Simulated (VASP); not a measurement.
# Tm (Fm-3m) in VASP: notebook

The runs below take Tm through single point, with PBEsol.

Everything below comes from runs of VASP 6.6.1. Logs are shortened: lines on timing, memory, paths and dates and some standing lists are left out, and cuts for length are marked.

### 1 The structure

It takes space group Fm-3m (No. 225, cubic). The conventional cell has a = 4.936 Å, b = 4.936 Å, c = 4.936 Å, α = 90.00°, β = 90.00°, γ = 90.00°. Tm (site symmetry m-3m) has 12 Tm at 3.49 Å as nearest neighbours.

This isn't the form of Tm at room conditions, which is hcp.

### 2 Single point, PBEsol, collinear spin, ferromagnetic start

INCAR reads:

```
SYSTEM = Tm
PREC = Accurate
ENCUT = 500
EDIFF = 1E-6
ISMEAR = 0
SIGMA = 0.1
LREAL = .False.
LASPH = .True.
NELM = 100
ALGO = Normal
ISIF = 2
LWAVE = .False.
LCHARG = .False.
ISPIN = 2
MAGMOM = 2
LORBIT = 11
LMAXMIX = 6
GGA = PS
NBANDS = 22
```

KPOINTS reads:

```
Automatic mesh
0
Gamma
  9 9 9
  0 0 0
```

POSCAR reads:

```
Tm
1.0
    0.0000000000      2.4680255249      2.4680255249
    2.4680255249      0.0000000000      2.4680255249
    2.4680255249      2.4680255249      0.0000000000
Tm
1
Direct
    0.0000000000      0.0000000000      0.0000000000
```

Potentials or basis: VASP PAW PBE potentials, release 64 (Tm).

The run is started by

```
$ cat potpaw_PBE.64/Tm/POTCAR > POTCAR
$ mpirun -np 1 vasp_std > vasp.out
```

OUTCAR:

```text
SYSTEM = Tm
   PREC = Accurate
   ENCUT = 500
   EDIFF = 1E-6
   ISMEAR = 0
   LREAL = .False.
   LASPH = .True.
   NELM = 100
   ISIF = 2
   ISPIN = 2
   LORBIT = 11
   GGA = PS

 ion  position               nearest neighbor table
   1  0.000  0.000  0.000-

  LATTYP: Found a face centered cubic cell.
 ALAT       =     4.9360510498

  Lattice vectors:

 A1 = (   0.0000000000,   2.4680255249,   2.4680255249)
 A2 = (   2.4680255249,   0.0000000000,   2.4680255249)
 A3 = (   2.4680255249,   2.4680255249,   0.0000000000)

Analysis of symmetry for initial positions (statically):
=====================================================================
 Subroutine PRICEL returns:
 Original cell was already a primitive cell.

 Routine SETGRP: Setting up the symmetry group for a
 face centered cubic supercell.

 Subroutine GETGRP returns: Found 48 space group operations
 (whereof 48 operations were pure point group operations)
 out of a pool of 48 trial point group operations.

The static configuration has the point symmetry O_h .

Analysis of symmetry for dynamics (positions and initial velocities):
=====================================================================
 Subroutine PRICEL returns:
 Original cell was already a primitive cell.

 Routine SETGRP: Setting up the symmetry group for a
 face centered cubic supercell.

 Subroutine GETGRP returns: Found 48 space group operations
 (whereof 48 operations were pure point group operations)
 out of a pool of 48 trial point group operations.

The dynamic configuration has the point symmetry O_h .

Analysis of structural, dynamic, and magnetic symmetry:
=====================================================================
 Subroutine PRICEL returns:
 Original cell was already a primitive cell.

 Routine SETGRP: Setting up the symmetry group for a
 face centered cubic supercell.

 Subroutine GETGRP returns: Found 48 space group operations
 (whereof 48 operations were pure point group operations)
 out of a pool of 48 trial point group operations.

The overall configuration has the point symmetry O_h .

 Subroutine INISYM returns: Found 48 space group operations
 (whereof 48 operations are pure point group operations),
 and found     1 'primitive' translations

----------------------------------------------------------------------------------------

                                     Primitive cell

  volume of cell :      30.0662

[... 101 lines left out ...]
   ISMEAR =     0;   SIGMA  =   0.10  broadening in eV -4-tet -1-fermi 0-gaus
   EFERMI_NEDOS =   21; number of points for ismear=-14 and -15
   IALGO  =     38    algorithm
   IMIX   =      4    mixing-type and parameters
     AMIX     =   0.40;   BMIX     =  1.00
     AMIX_MAG =   1.60;   BMIX_MAG =  1.00
  volume/ion in A,a.u.               =      30.07       202.90
  Fermi-wavevector in a.u.,A,eV,Ry     =   1.497239  2.829371 30.500515  2.241725
  Thomas-Fermi vector in A             =   2.609152
   LORBIT       =     11    0 simple, 1 ext, 2 COOP (PROOUT), +10 PAW based schemes
   GGA     = PS    functional components
   LHFCALC =     F    Hartree Fock is set to
   AEXX    =    0.0000 exact exchange contribution
   IVDW    =     0    specifies the selected vdW correction
   LEPSILON=     F    determine dielectric tensor
   LRPA    =     F    only Hartree local field effects (RPA)
 spin polarized calculation
 Gauss-broadening in eV      SIGMA  =   0.10
  energy-cutoff  :      500.00
  volume of cell :       30.07
 maximum number of plane-waves:       775
 NGX is ok and might be reduce to    28
   NGX = 13   NGY = 13   NGZ = 13

 number of electron      23.0000007 magnetization       0.9317009

 Free energy of the ion-electron system (eV)
  ---------------------------------------------------
  ext. energy  EPLUGINS =         0.00000000
  ---------------------------------------------------
  free energy    TOTEN  =        -4.34999122 eV

  energy without entropy =       -4.29484782  energy(sigma->0) =       -4.32241952

 E-fermi :   2.1440     XC(G=0): -10.4164

 val. band max:        2.1435276208   @ k =  -0.4444   0.2222   0.1111
 cond. band min:       2.1450002192   @ k =  -0.4444   0.1111   0.0000
 fundamental gap:      0.0014725984
 Fermi energy:         2.1440001689

 spin component 1

 k-point     1 :       0.0000    0.0000    0.0000
  band No.  band energies     occupation
      1     -48.1745      1.00000
      2     -21.0847      1.00000
      3     -21.0847      1.00000
      4     -21.0847      1.00000
      5      -3.0711      1.00000
      6       0.6182      1.00000
[... 589 lines left out ...]
     21      18.0666      0.00000
     22      21.8715      0.00000

 [... further k-points ...]

 spin component 2

 k-point     1 :       0.0000    0.0000    0.0000
  band No.  band energies     occupation
      1     -47.6823      1.00000
      2     -20.7714      1.00000
      3     -20.7714      1.00000
      4     -20.7714      1.00000
      5      -3.3680      1.00000
      6       1.9472      0.99731
[... 589 lines left out ...]
     21      17.9784      0.00000
     22      21.6685      0.00000

 [... further k-points ...]

------------------------ aborting loop because EDIFF is reached ----------------------------------------

  FORCE on cell =-STRESS in cart. coord.  units (eV):
  Direction    XX          YY          ZZ          XY          YZ          ZX
  --------------------------------------------------------------------------------------
  -------------------------------------------------------------------------------------
  Total        0.2244207      0.2244207      0.2244207      0.0000000      0.0000000      0.0000000
  in kB       11.9589909     11.9589909     11.9589909      0.0000000      0.0000000      0.0000000
  external PRESSURE =      11.9589909 kB  Pullay stress =       0.0000000 kB

 VOLUME and BASIS-vectors are now :
 -----------------------------------------------------------------------------
  energy-cutoff  :      500.00
  volume of cell :       30.07
      direct lattice vectors                 reciprocal lattice vectors
     0.000000000  2.468025525  2.468025525    -0.202591098  0.202591098  0.202591098
     2.468025525  0.000000000  2.468025525     0.202591098 -0.202591098  0.202591098
     2.468025525  2.468025525  0.000000000     0.202591098  0.202591098 -0.202591098

 POSITION                                       TOTAL-FORCE (eV/Angst)
 -----------------------------------------------------------------------------------
      0.00000      0.00000      0.00000        -0.000000      0.000000     -0.000000
 -----------------------------------------------------------------------------------
    total drift:                               -0.000000     -0.000000     -0.000000

  FREE ENERGIE OF THE ION-ELECTRON SYSTEM (eV)
  ---------------------------------------------------
  free  energy   TOTEN  =        -4.3499912153 eV

  energy  without entropy=       -4.2948478208  energy(sigma->0) =       -4.32241952

 total charge

# of ion       s       p       d       f       tot
--------------------------------------------------
    1        2.222   5.935   0.409  12.506  21.073

 magnetization (x)

# of ion       s       p       d       f       tot
--------------------------------------------------
    1        0.001  -0.042  -0.094   1.264   1.128
```

It took 62 s on 1 thread of AMD EPYC 9R45 (Zen 5), shared host; peak memory 0.17 GiB.

Results:

- Free energy: -4.3500 eV
- Pressure: 1.2 GPa
- Band gap on the k mesh: none (metal or under the smearing width)
- Net moment: 0.93 μB per cell
- Site moments: Tm +1.13 μB
- Valence electrons inside the program's atomic spheres: Tm 21.07

Caveat: the magnetic or orbital state may not be the lowest; the PAW data sets were made with another functional, which shifts forces and pressure a little; spin-orbit coupling is left out, which moves the levels of the heavy elements. The state reached can hang on the start; a lower one may exist.

### 3 Single point, PBEsol, collinear spin, ferromagnetic start

run.py reads:

```python
from ase.calculators.vasp import Vasp
from ase.dft.bandgap import bandgap
from ase.io import read

atoms = read('Tm.cif', primitive_cell=True, subtrans_included=False)
atoms.set_initial_magnetic_moments([2.0])
calc = Vasp(
    directory='calc',
    xc='pbesol',
    pp='PBE',
    setups='minimal',
    prec='Accurate',
    encut=500,
    ediff=1e-06,
    ismear=0,
    sigma=0.1,
    lreal=False,
    lasph=True,
    nelm=100,
    algo='Normal',
    isif=2,
    lwave=False,
    lcharg=False,
    ispin=2,
    lorbit=11,
    lmaxmix=6,
    kpts=[9, 9, 9],
    gamma=True,
    nbands=22,
)
atoms.calc = calc

print('energy (eV):', atoms.get_potential_energy())
print('free energy (eV):', atoms.get_potential_energy(force_consistent=True))
print('forces (eV/A):')
print(atoms.get_forces())
print('stress (eV/A^3, Voigt):', atoms.get_stress())
print('Fermi level (eV):', calc.get_fermi_level())
print('moment (muB):', atoms.get_magnetic_moment())
print('site moments (muB):', atoms.get_magnetic_moments())
gap, top, bottom = bandgap(calc)
print('band gap (eV):', gap, 'from (spin, k, band)', top, 'to', bottom)
```

Tm.cif reads:

```cif
data_Tm
_cell_length_a 4.93605105
_cell_length_b 4.93605105
_cell_length_c 4.93605105
_cell_angle_alpha 90.00000000
_cell_angle_beta 90.00000000
_cell_angle_gamma 90.00000000
_space_group_name_H-M_alt 'Fm-3m'
_space_group_name_Hall '-F 4 2 3'
_space_group_IT_number 225
loop_
_space_group_symop_operation_xyz
'x,y,z'
'-x,-y,-z'
'-y,x,z'
'y,-x,-z'
'-x,-y,z'
'x,y,-z'
'y,-x,z'
'-y,x,-z'
'x,-y,-z'
'-x,y,z'
'-y,-x,-z'
'y,x,z'
'-x,y,-z'
'x,-y,z'
'y,x,-z'
'-y,-x,z'
'z,x,y'
'-z,-x,-y'
'z,-y,x'
'-z,y,-x'
'z,-x,-y'
'-z,x,y'
'z,y,-x'
'-z,-y,x'
'-z,x,-y'
'z,-x,y'
'-z,-y,-x'
'z,y,x'
'-z,-x,y'
'z,x,-y'
'-z,y,x'
'z,-y,-x'
'y,z,x'
'-y,-z,-x'
'x,z,-y'
'-x,-z,y'
'-y,z,-x'
'y,-z,x'
'-x,z,y'
'x,-z,-y'
'-y,-z,x'
'y,z,-x'
'-x,-z,-y'
'x,z,y'
'y,-z,-x'
'-y,z,x'
'x,-z,y'
'-x,z,-y'
'x,y+1/2,z+1/2'
'-x,-y+1/2,-z+1/2'
'-y,x+1/2,z+1/2'
[... 62 lines left out ...]
'-z+1/2,-x,-y+1/2'
'z+1/2,-y,x+1/2'
'-z+1/2,y,-x+1/2'
'z+1/2,-x,-y+1/2'
'-z+1/2,x,y+1/2'
'z+1/2,y,-x+1/2'
'-z+1/2,-y,x+1/2'
'-z+1/2,x,-y+1/2'
'z+1/2,-x,y+1/2'
'-z+1/2,-y,-x+1/2'
'z+1/2,y,x+1/2'
'-z+1/2,-x,y+1/2'
'z+1/2,x,-y+1/2'
'-z+1/2,y,x+1/2'
'z+1/2,-y,-x+1/2'
'y+1/2,z,x+1/2'
'-y+1/2,-z,-x+1/2'
'x+1/2,z,-y+1/2'
'-x+1/2,-z,y+1/2'
'-y+1/2,z,-x+1/2'
'y+1/2,-z,x+1/2'
'-x+1/2,z,y+1/2'
'x+1/2,-z,-y+1/2'
'-y+1/2,-z,x+1/2'
'y+1/2,z,-x+1/2'
'-x+1/2,-z,-y+1/2'
'x+1/2,z,y+1/2'
'y+1/2,-z,-x+1/2'
'-y+1/2,z,x+1/2'
'x+1/2,-z,y+1/2'
'-x+1/2,z,-y+1/2'
'x+1/2,y+1/2,z'
'-x+1/2,-y+1/2,-z'
'-y+1/2,x+1/2,z'
'y+1/2,-x+1/2,-z'
'-x+1/2,-y+1/2,z'
'x+1/2,y+1/2,-z'
'y+1/2,-x+1/2,z'
'-y+1/2,x+1/2,-z'
'x+1/2,-y+1/2,-z'
'-x+1/2,y+1/2,z'
'-y+1/2,-x+1/2,-z'
'y+1/2,x+1/2,z'
'-x+1/2,y+1/2,-z'
'x+1/2,-y+1/2,z'
'y+1/2,x+1/2,-z'
'-y+1/2,-x+1/2,z'
'z+1/2,x+1/2,y'
'-z+1/2,-x+1/2,-y'
'z+1/2,-y+1/2,x'
'-z+1/2,y+1/2,-x'
'z+1/2,-x+1/2,-y'
'-z+1/2,x+1/2,y'
'z+1/2,y+1/2,-x'
'-z+1/2,-y+1/2,x'
'-z+1/2,x+1/2,-y'
'z+1/2,-x+1/2,y'
'-z+1/2,-y+1/2,-x'
'z+1/2,y+1/2,x'
'-z+1/2,-x+1/2,y'
'z+1/2,x+1/2,-y'
'-z+1/2,y+1/2,x'
'z+1/2,-y+1/2,-x'
'y+1/2,z+1/2,x'
'-y+1/2,-z+1/2,-x'
'x+1/2,z+1/2,-y'
'-x+1/2,-z+1/2,y'
'-y+1/2,z+1/2,-x'
'y+1/2,-z+1/2,x'
'-x+1/2,z+1/2,y'
'x+1/2,-z+1/2,-y'
'-y+1/2,-z+1/2,x'
'y+1/2,z+1/2,-x'
'-x+1/2,-z+1/2,-y'
'x+1/2,z+1/2,y'
'y+1/2,-z+1/2,-x'
'-y+1/2,z+1/2,x'
'x+1/2,-z+1/2,y'
'-x+1/2,z+1/2,-y'
loop_
_atom_site_label
_atom_site_type_symbol
_atom_site_symmetry_multiplicity
_atom_site_Wyckoff_symbol
_atom_site_fract_x
_atom_site_fract_y
_atom_site_fract_z
_atom_site_occupancy
Tm1 Tm 4 a 0.0000000000 0.0000000000 0.0000000000 1
```

Potentials or basis: VASP PAW PBE potentials, release 64 (Tm).

The run is started by

```
$ python run.py
```

The program printed:

```text
energy (eV): -4.32241962
free energy (eV): -4.34999121
forces (eV/A):
[[-0. -0. -0.]]
stress (eV/A^3, Voigt): [-0.00744326 -0.00744326 -0.00744326 -0.          0.          0.        ]
Fermi level (eV): 2.14399713
moment (muB): 0.9316969
site moments (muB): [1.128]
band gap (eV): 0.0 from (spin, k, band) (None, None, None) to (None, None, None)
```

OUTCAR:

```text
ENCUT = 500.000000
   EDIFF = 1.00e-06
   GGA = PS
   PREC = Accurate
   ISIF = 2
   ISMEAR = 0
   ISPIN = 2
   LORBIT = 11
   NELM = 100
   LASPH = .TRUE.
   LREAL = .FALSE.

 ion  position               nearest neighbor table
   1  0.000  0.000  0.000-

  LATTYP: Found a face centered cubic cell.
 ALAT       =     4.9360510500

  Lattice vectors:

 A1 = (   0.0000000000,   2.4680255250,   2.4680255250)
 A2 = (   2.4680255250,   0.0000000000,   2.4680255250)
 A3 = (   2.4680255250,   2.4680255250,   0.0000000000)

Analysis of symmetry for initial positions (statically):
=====================================================================
 Subroutine PRICEL returns:
 Original cell was already a primitive cell.

 Routine SETGRP: Setting up the symmetry group for a
 face centered cubic supercell.

 Subroutine GETGRP returns: Found 48 space group operations
 (whereof 48 operations were pure point group operations)
 out of a pool of 48 trial point group operations.

The static configuration has the point symmetry O_h .

Analysis of symmetry for dynamics (positions and initial velocities):
[... 779 lines left out ...]
     21      18.0666      0.00000
     22      21.8715      0.00000

 [... further k-points ...]

 spin component 2

 k-point     1 :       0.0000    0.0000    0.0000
  band No.  band energies     occupation
      1     -47.6823      1.00000
      2     -20.7714      1.00000
      3     -20.7714      1.00000
      4     -20.7714      1.00000
      5      -3.3680      1.00000
      6       1.9472      0.99731
[... 589 lines left out ...]
     21      17.9784      0.00000
     22      21.6685      0.00000

 [... further k-points ...]

------------------------ aborting loop because EDIFF is reached ----------------------------------------

  FORCE on cell =-STRESS in cart. coord.  units (eV):
  Direction    XX          YY          ZZ          XY          YZ          ZX
  --------------------------------------------------------------------------------------
  -------------------------------------------------------------------------------------
  Total        0.2237905      0.2237905      0.2237905      0.0000000     -0.0000000     -0.0000000
  in kB       11.9254096     11.9254096     11.9254096      0.0000000     -0.0000000     -0.0000000
  external PRESSURE =      11.9254096 kB  Pullay stress =       0.0000000 kB

 VOLUME and BASIS-vectors are now :
 -----------------------------------------------------------------------------
  energy-cutoff  :      500.00
  volume of cell :       30.07
      direct lattice vectors                 reciprocal lattice vectors
     0.000000000  2.468025525  2.468025525    -0.202591098  0.202591098  0.202591098
     2.468025525  0.000000000  2.468025525     0.202591098 -0.202591098  0.202591098
     2.468025525  2.468025525  0.000000000     0.202591098  0.202591098 -0.202591098

 POSITION                                       TOTAL-FORCE (eV/Angst)
 -----------------------------------------------------------------------------------
      0.00000      0.00000      0.00000        -0.000000     -0.000000     -0.000000
 -----------------------------------------------------------------------------------
    total drift:                               -0.000000     -0.000000     -0.000000

  FREE ENERGIE OF THE ION-ELECTRON SYSTEM (eV)
  ---------------------------------------------------
  free  energy   TOTEN  =        -4.3499912123 eV

  energy  without entropy=       -4.2948480222  energy(sigma->0) =       -4.32241962

 total charge

# of ion       s       p       d       f       tot
--------------------------------------------------
    1        2.222   5.935   0.409  12.506  21.073

 magnetization (x)

# of ion       s       p       d       f       tot
--------------------------------------------------
    1        0.001  -0.042  -0.094   1.264   1.128
```

INCAR:

```text
ENCUT = 500.000000
SIGMA = 0.100000
EDIFF = 1.00e-06
ALGO = Normal
GGA = PS
PREC = Accurate
ISIF = 2
ISMEAR = 0
ISPIN = 2
LMAXMIX = 6
LORBIT = 11
NBANDS = 22
NELM = 100
LASPH = .TRUE.
LCHARG = .FALSE.
LWAVE = .FALSE.
LREAL = .FALSE.
MAGMOM = 1*2.0000
```

Wall time 65 s (1 thread of AMD EPYC 9R45 (Zen 5), shared host); peak memory 0.17 GiB.

Results:

```yaml
Free_energy: -4.3500 eV
Pressure: 1.2 GPa
Band_gap_on_the_k_mesh: none (metal or under the smearing width)
Net_moment: 0.93 μB per cell
Site_moments: Tm +1.13 μB
Valence_electrons_inside_the_program's_atomic_spheres: Tm 21.07
```

Levels at points of the mesh, in eV from the Fermi level:
Spin up:
| k point | band 8 | band 9 | band 10 | band 11 | band 12 | band 13 | band 14 | band 15 | band 16 | band 17 |
| --- | --- | --- | --- | --- | --- | --- | --- | --- | --- | --- |
| (0.00, 0.00, 0.00) | -1.26 | -1.26 | -0.88 | -0.88 | -0.88 | 2.98 | 2.98 | 2.98 | 5.47 | 5.47 |
Spin down:
```tsv
k point	band 10	band 11	band 12	band 13	band 14	band 15
(0.00, 0.00, 0.00)	-0.13	-0.13	-0.13	2.84	2.84	2.84
```

Caveat: the magnetic or orbital state may not be the lowest; the PAW data sets were made with another functional, which shifts forces and pressure a little; spin-orbit coupling is left out, which moves the levels of the heavy elements.

### 4 Single point, PBEsol, collinear spin, ferromagnetic start

INCAR reads:

```
SYSTEM = Tm
  ADDGRID = .FALSE.
  ALGO = Normal
  EDIFF = 1E-6
  ENCUT = 250
  GGA = PS
  ISIF = 2
  ISMEAR = 1
  ISPIN = 2
  LASPH = .TRUE.
  LCHARG = .FALSE.
  LMAXMIX = 6
  LORBIT = 11
  LREAL = .FALSE.
  LWAVE = .FALSE.
  MAGMOM = 2
  NBANDS = 22
  NELM = 100
  PREC = Accurate
  SIGMA = 0.2
```

KPOINTS reads:

```
k-points
0
G
  5 5 5
  0 0 0
```

POSCAR is that of step 2.

The run is started by

```
$ cat potpaw_PBE.64/Tm/POTCAR > POTCAR
$ mpirun -np 1 vasp_std > vasp.out
```

Wall time 30 s (1 thread of AMD EPYC, shared host); peak memory 0.1 GiB.

The run converged, but a check on its numbers failed (symmetry, net force, bounds or a known fault of this set-up), so they aren't taken as properties of the crystal.

Caveat: the k mesh is coarse (spacing up to 0.44 Å⁻¹), so the values aren't converged; the cutoff lies under the usual one of these potentials, so the numbers hold a large basis-set error; the magnetic or orbital state may not be the lowest; the PAW data sets were made with another functional, which shifts forces and pressure a little; spin-orbit coupling is left out, which moves the levels of the heavy elements.

[end of part 1 of 2]
